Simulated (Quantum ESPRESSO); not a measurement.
In:

```
In
1.0
     3.33548    0.00000    0.00000
    -1.66774    2.88861    0.00000
     0.00000    0.00000    5.50914
In
2
Direct
  0.66667 0.33333 0.75000
  0.33333 0.66667 0.25000
```

This isn't the form of In at room conditions, which is tetragonal.

| Property | Result |
| --- | --- |
| Program | Quantum ESPRESSO 7.5 |
| Task | relaxation of cell and atoms |
| Functional | PBEsol |
| Dispersion | D3(BJ) |
| Potentials or basis | GBRV 1.5 PBEsol |
| Cutoff | 762 eV |
| Density cutoff | 6095 eV |
| k mesh | 9 × 9 × 5 |
| Occupations | fermi-dirac, width 0.05 eV |
| Spin | no spin polarisation |

At the start: pressure -3.6 GPa; volume 26.54 Å³/atom.

Where does the relaxation end?

Over 14 steps the energy falls by 24.8 meV/atom and the volume is 24.31 Å³/atom (-8.4 %); space group P6_3/mmc (No. 194, to 0.05 Å).

Step by step:
```csv
step,energy change (eV),largest force (eV/Å),pressure (GPa),volume (Å³)
1,0.0000,0.0000,-3.61,53.08
2,-0.0096,0.0000,-3.30,52.61
3,-0.0251,0.0000,-2.70,51.71
4,-0.0405,0.0000,-1.75,50.51
5,-0.0484,0.0000,-0.45,49.13
6,-0.0449,0.0000,1.05,47.77
7,-0.0452,0.0000,1.00,47.80
8,-0.0457,0.0000,0.94,47.85
9,-0.0463,0.0000,0.84,47.93
10,-0.0470,0.0000,0.71,48.04
11,-0.0478,0.0000,0.57,48.16
12,-0.0485,0.0000,0.40,48.30
13,-0.0491,0.0000,0.23,48.44
14,-0.0496,0.0000,0.04,48.61
```

Final structure:
```
In
1.0
     3.25314    0.00000    0.00000
    -1.62657    2.81730    0.00000
     0.00000    0.00000    5.30434
In
2
Direct
  0.66667 0.33333 0.75000
  0.33333 0.66667 0.25000
```

Caveat: pairwise dispersion overbinds metals, which lowers pressure and volume.
